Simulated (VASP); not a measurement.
## TiO2 in VASP: the effect of target pressure

The system is TiO2.

```
Ti O
1.0
     4.81270    0.00000    0.00000
     0.00000    4.87188    0.00000
    -0.86289    0.00000    4.96659
Ti O
4 8
Direct
  0.27744 0.05281 0.21315
  0.72256 0.55281 0.28685
  0.72256 0.94719 0.78685
  0.27744 0.44719 0.71315
  0.06384 0.17697 0.85156
  0.93616 0.67697 0.64844
  0.93616 0.82303 0.14844
  0.06384 0.32303 0.35156
  0.44536 0.75763 0.46677
  0.55464 0.25763 0.03323
  0.55464 0.24237 0.53323
  0.44536 0.74237 0.96677
```

The cell comes from a database or a generator and needn't be the stable form of this composition.

Alike in all runs:

* Program: VASP 6.6.1
* Task: relaxation of cell and atoms
* Functional: PBE
* Potentials or basis: VASP PAW PBE potentials, release 64 (Ti_sv, O)
* Cutoff: 600 eV
* k mesh: 5 × 5 × 5
* Occupations: fermi-dirac, width 0.05 eV
* Spin: no spin polarisation

Each run relaxes the cell or the atoms first.

Problem. One run gave: relaxed volume 9.42 Å³/atom; gap on the mesh 2.21 eV. Which target pressure did it use?
A. 20 GPa
B. 2 GPa
C. 5 GPa
D. 10 GPa
E. 0 GPa

Solution. D.

```tsv
target pressure	target pressure	relaxed volume (Å³/atom)	gap on the mesh (eV)
0 GPa	-	9.95	2.32
2 GPa	2 GPa	9.82	2.30
5 GPa	5 GPa	9.66	2.28
10 GPa	10 GPa	9.42	2.21
20 GPa	20 GPa	8.96	2.32
```

Caveats: an odd mesh through Γ misses points on the zone boundary, where band edges often lie; the cell is relaxed towards a set pressure, so the enthalpy falls and the energy may rise (some runs).
